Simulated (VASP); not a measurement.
# Sm (I4/mmm) in VASP: further runs, part 2 of 2

VASP 6.6.1. Earlier steps stand in the parts before.

## Step 3: Single point, PBE, collinear spin, ferromagnetic start

File INCAR:

```
PREC = Accurate ; ENCUT = 460
EDIFF = 1E-6 ; ISMEAR = -1
SIGMA = 0.15 ; LREAL = F
LASPH = T ; NELM = 100
ALGO = Normal ; ISIF = 2
LWAVE = F ; LCHARG = F
ISPIN = 2 ; MAGMOM = 5
LORBIT = 11 ; LMAXMIX = 6
GGA = PE ; NBANDS = 18
ADDGRID = F
```

File KPOINTS:

```
regular mesh
0
Gamma
  11 11 11
```

File POSCAR:

```
Sm
1.0
   -1.8424340000      1.8281900000      2.5309280000
    1.8521830000     -1.8921630000      2.5832430000
    1.7732950000      1.8230240000     -2.5763240000
Sm
1
Direct
    0.0008670000     -0.0165060000      0.0081580000
```

Potentials or basis: VASP PAW PBE potentials, release 64 (Sm).

On the command line:

```
$ cat potpaw_PBE.64/Sm/POTCAR > POTCAR
$ mpirun -np 1 vasp_std > vasp.out
```

Run time: 13 min. Hardware: 1 thread of Intel Xeon Platinum 8559C (Emerald Rapids), shared host; peak memory 0.64 GiB.

These settings aren't checked as converged: the numbers below hold their error.

What came out:

```yaml
Free_energy: -9.5312 eV
Pressure: 2.7 GPa
Band_gap_on_the_k_mesh: none (metal or under the smearing width)
Net_moment: 6.44 μB per cell
Site_moments: Sm +5.67 μB
Valence_electrons_inside_the_program's_atomic_spheres: Sm 13.66
```

Caveat: the magnetic or orbital state may not be the lowest; spin-orbit coupling is left out, which moves the levels of the heavy elements.

## Step 4: Single point, PBE, collinear spin, ferromagnetic start

INCAR, as its differences from that of step 3:

```diff
@@ -2,3 +2,3 @@
 EDIFF = 1E-6 ; ISMEAR = -1
-SIGMA = 0.15 ; LREAL = F
+SIGMA = 0.4 ; LREAL = F
 LASPH = T ; NELM = 100
```

KPOINTS is that of step 3.

File POSCAR:

```
Sm
1.0
   -1.8173030691      1.8173030691      2.5609871902
    1.8173030691     -1.8173030691      2.5609871902
    1.8173030691      1.8173030691     -2.5609871902
Sm
1
Direct
    0.0000000000      0.0000000000      0.0000000000
```

Potentials or basis: VASP PAW PBE potentials, release 64 (Sm).

On the command line:

```
$ cat potpaw_PBE.64/Sm/POTCAR > POTCAR
$ mpirun -np 1 vasp_std > vasp.out
```

OUTCAR:

```text
PREC = Accurate
   ENCUT = 460
   EDIFF = 1E-6
   ISMEAR = -1
   LREAL = F
   LASPH = T
   NELM = 100
   ISIF = 2
   ISPIN = 2
   LORBIT = 11
   GGA = PE

 Found    126 irreducible k-points:

 Following reciprocal coordinates:
            Coordinates               Weight
  0.000000  0.000000  0.000000      1.000000
  0.090909  0.000000  0.000000      8.000000
  0.181818  0.000000  0.000000      8.000000
  0.272727  0.000000  0.000000      8.000000
  0.363636  0.000000  0.000000      8.000000
  0.454545  0.000000  0.000000      8.000000
   k-points           NKPTS =    126   k-points in BZ     NKDIM =    126   number of bands    NBANDS=     18
   number of dos      NEDOS =    301   number of ions     NIONS =      1
   total plane-waves  NPLWV =  21952
   dimension x,y,z NGX =    28 NGY =   28 NGZ =   28
   dimension x,y,z NGXF=    56 NGYF=   56 NGZF=   56
   ions per type =               1
   NGX,Y,Z   is equivalent  to a cutoff of  12.83, 12.83, 12.83 a.u.
   NGXF,Y,Z  is equivalent  to a cutoff of  25.66, 25.66, 25.66 a.u.
 SYSTEM =  unknown system
   PREC   = accura    normal or accurate (medium, high low for compatibility)
   ISTART =      0    job   : 0-new  1-cont  2-samecut
   ICHARG =      2    charge: 1-file 2-atom 10-const
   ISPIN  =      2    spin polarized calculation?
   LNONCOLLINEAR =      F non collinear calculations
   LSORBIT =      F    spin-orbit coupling
   LASPH  =      T    aspherical Exc in radial PAW
   ENCUT  =  460.0 eV  33.81 Ry    5.81 a.u.   6.34  6.34  6.34*2*pi/ulx,y,z
   NELM   =    100;   NELMIN=  2; NELMDL= -5     # of ELM steps
   EDIFF  = 0.1E-05   stopping-criterion for ELM
   LREAL  =      F    real-space projection
   EDIFFG = 0.1E-04   stopping-criterion for IOM
   NSW    =      0    number of steps for IOM
   IBRION =     -1    ionic relax: 0-MD 1-quasi-New 2-CG
   NFREE  =      0    steps in history (QN), initial steepest desc. (CG)
   ISIF   =      2    stress and relaxation
   ISYM   =      2    0-nonsym 1-usesym 2-fastsym
   POTIM  = 0.5000    time-step for ionic-motion
   TEBEG  =    0.0;   TEEND  =   0.0 temperature during run
   PSTRESS=    0.0 pullay stress
   NELECT =      16.0000    total number of electrons
   NUPDOWN=      -1.0000    fix difference up-down
   EMIN   =  10.00;   EMAX   =-10.00  energy-range for DOS
   EFERMI =   0.00;   METHOD = LEGACY
   ISMEAR =    -1;   SIGMA  =   0.40  broadening in eV -4-tet -1-fermi 0-gaus
   EFERMI_NEDOS =   21; number of points for ismear=-14 and -15
   IALGO  =     38    algorithm
   IMIX   =      4    mixing-type and parameters
     AMIX     =   0.40;   BMIX     =  1.00
     AMIX_MAG =   1.60;   BMIX_MAG =  1.00
  volume/ion in A,a.u.               =      33.83       228.31
[... 20 lines left out ...]
  ext. energy  EPLUGINS =         0.00000000
  ---------------------------------------------------
  free energy    TOTEN  =       -10.54566305 eV

  energy without entropy =       -8.59099129  energy(sigma->0) =       -9.56832717

 E-fermi :   3.1561     XC(G=0):  -9.8115

 val. band max:        3.1139034998   @ k =   0.2727   0.2727   0.1818
 cond. band min:       3.1747469370   @ k =   0.2727   0.2727   0.0909
 fundamental gap:      0.0608434372
 Fermi energy:         3.1561406495

 spin component 1

 k-point     1 :       0.0000    0.0000    0.0000
  band No.  band energies     occupation
      1     -37.0721      1.00000
      2     -16.1715      1.00000
      3     -16.1715      1.00000
      4     -16.1706      1.00000
      5      -1.3480      0.99999
      6       2.3005      0.89465
[... 103 lines left out ...]
      5       1.0263      0.99515
      6       2.3411      0.88470
[... 10 lines left out ...]
     17       9.1208      0.00000
     18      11.7512      0.00000

 [... further k-points ...]

 spin component 2

 k-point     1 :       0.0000    0.0000    0.0000
  band No.  band energies     occupation
      1     -34.4590      1.00000
      2     -14.1588      1.00000
      3     -14.1588      1.00000
      4     -14.1579      1.00000
      5      -0.3657      0.99985
      6       5.9369      0.00096
[... 103 lines left out ...]
      5       2.0700      0.93793
      6       5.3239      0.00441
[... 10 lines left out ...]
     17      10.3696      0.00000
     18      13.0125      0.00000

 [... further k-points ...]
[... 5 lines left out ...]
  --------------------------------------------------------------------------------------
  -------------------------------------------------------------------------------------
  Total        0.8695625      0.8695625      0.8757607      0.0000000      0.0000000      0.0000000
  in kB       41.1802777     41.1802777     41.4738105      0.0000000      0.0000000      0.0000000
  external PRESSURE =      41.2781220 kB  Pullay stress =       0.0000000 kB

 VOLUME and BASIS-vectors are now :
 -----------------------------------------------------------------------------
  energy-cutoff  :      460.00
  volume of cell :       33.83
      direct lattice vectors                 reciprocal lattice vectors
    -1.817303069  1.817303069  2.560987190     0.000000000  0.275132975  0.195237212
     1.817303069 -1.817303069  2.560987190     0.275132975  0.000000000  0.195237212
     1.817303069  1.817303069 -2.560987190     0.275132975  0.275132975  0.000000000

 POSITION                                       TOTAL-FORCE (eV/Angst)
 -----------------------------------------------------------------------------------
      0.00000      0.00000      0.00000        -0.000000      0.000000     -0.000000
 -----------------------------------------------------------------------------------
    total drift:                                0.000000     -0.000000     -0.000000

  FREE ENERGIE OF THE ION-ELECTRON SYSTEM (eV)
  ---------------------------------------------------
  free  energy   TOTEN  =       -10.5456630518 eV

  energy  without entropy=       -8.5909912851  energy(sigma->0) =       -9.56832717

 total charge

# of ion       s       p       d       f       tot
--------------------------------------------------
    1        2.079   5.604   0.512   5.442  13.637

 magnetization (x)

# of ion       s       p       d       f       tot
--------------------------------------------------
    1       -0.003  -0.066   0.205   5.421   5.557
```

Run time: 2.5 min. Hardware: 1 thread of Intel Xeon Platinum 8559C (Emerald Rapids), shared host; peak memory 0.26 GiB.

The run converged, but some of its settings lie outside the range that counts as converged, so its numbers aren't taken as properties of the crystal.

What came out:

* Free energy: -10.5457 eV
* Pressure: 4.1 GPa
* Band gap on the k mesh: none (metal or under the smearing width)
* Net moment: 6.20 μB per cell
* Site moments: Sm +5.56 μB
* Valence electrons inside the program's atomic spheres: Sm 13.64

Caveat: the magnetic or orbital state may not be the lowest; spin-orbit coupling is left out, which moves the levels of the heavy elements.

## Step 5: Single point, PBE, collinear spin, ferromagnetic start

INCAR is that of step 4.

KPOINTS is that of step 4.

File POSCAR:

```
Sm
1.0
   -1.8424340000      1.8281900000      2.5309280000
    1.8521830000     -1.8921630000      2.5832430000
    1.7732950000      1.8230240000     -2.5763240000
Sm
1
Direct
    0.0008670000     -0.0165060000      0.0081580000
```

On the command line:

```
$ cat potpaw_PBE.64/Sm/POTCAR > POTCAR
$ mpirun -np 1 vasp_std > vasp.out
```

Run time: 12 min. Hardware: 1 thread of Intel Xeon Platinum 8559C (Emerald Rapids), shared host; peak memory 0.64 GiB.

These settings aren't checked as converged: the numbers below hold their error.

Results:

| Quantity | Value |
| --- | --- |
| Free energy | -10.5434 eV |
| Pressure | 4.1 GPa |
| Band gap on the k mesh | none (metal or under the smearing width) |
| Net moment | 6.21 μB per cell |
| Site moments | Sm +5.56 μB |
| Valence electrons inside the program's atomic spheres | Sm 13.64 |

Caveat: the magnetic or orbital state may not be the lowest; spin-orbit coupling is left out, which moves the levels of the heavy elements.

## Step 6: Single point, PBE, collinear spin, ferromagnetic start

INCAR, as its differences from that of step 5:

```diff
@@ -2,3 +2,3 @@
 EDIFF = 1E-6 ; ISMEAR = -1
-SIGMA = 0.4 ; LREAL = F
+SIGMA = 0.2 ; LREAL = F
 LASPH = T ; NELM = 100
```

KPOINTS is that of step 5.

File POSCAR:

```
Sm
1.0
   -1.8173030691      1.8173030691      2.5609871902
    1.8173030691     -1.8173030691      2.5609871902
    1.8173030691      1.8173030691     -2.5609871902
Sm
1
Direct
    0.0000000000      0.0000000000      0.0000000000
```

Potentials or basis: VASP PAW PBE potentials, release 64 (Sm).

On the command line:

```
$ cat potpaw_PBE.64/Sm/POTCAR > POTCAR
$ mpirun -np 1 vasp_std > vasp.out
```

It took 2.3 min on 1 thread of Intel Xeon Platinum 8559C (Emerald Rapids), shared host; peak memory 0.26 GiB.

These settings aren't checked as converged: the numbers below hold their error.

Results:

```yaml
Free_energy: -9.6968 eV
Pressure: 2.9 GPa
Band_gap_on_the_k_mesh: none (metal or under the smearing width)
Net_moment: 6.39 μB per cell
Site_moments: Sm +5.65 μB
Valence_electrons_inside_the_program's_atomic_spheres: Sm 13.66
```

Caveat: the magnetic or orbital state may not be the lowest; spin-orbit coupling is left out, which moves the levels of the heavy elements.
